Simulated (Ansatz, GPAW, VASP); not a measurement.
Si: 3 runs at one level of theory

```
Si
1.0
     0.00000    2.72185    2.72185
     2.72185    0.00000    2.72185
     2.72185    2.72185    0.00000
Si
2
Cartesian
  2.7219 2.7219 2.7219
  4.0828 4.0828 4.0828
```

Alike in all runs: task single point; functional PBE; k mesh 8 × 8 × 8; occupations gaussian, width 0.026 eV; no spin polarisation; no spin-orbit coupling. Pressure is positive in compression and, in plane waves, holds the error of the finite cutoff.

| program and potentials | plane-wave cutoff (eV) | notes | band gap (eV) | pressure (GPa) |
| --- | --- | --- | --- | --- |
| GPAW, GPAW PAW data sets (gpaw-data 1.2.1) | 600 | - | 0.62 | 1.61 |
| Ansatz, all-electron LAPW, scalar-relativistic | - | - | 0.63 | 1.31 |
| VASP, PBE PAW files Si, 520 eV | 520 | - | ? | ? |

Question: Estimate from the other rows what the run with VASP, PBE PAW files Si, 520 eV gave.

Answer: Band gap 0.63 eV; pressure 1.27 GPa. The other rows, which needn't bracket it: band gap 0.62 to 0.63; pressure 1.31 to 1.61.
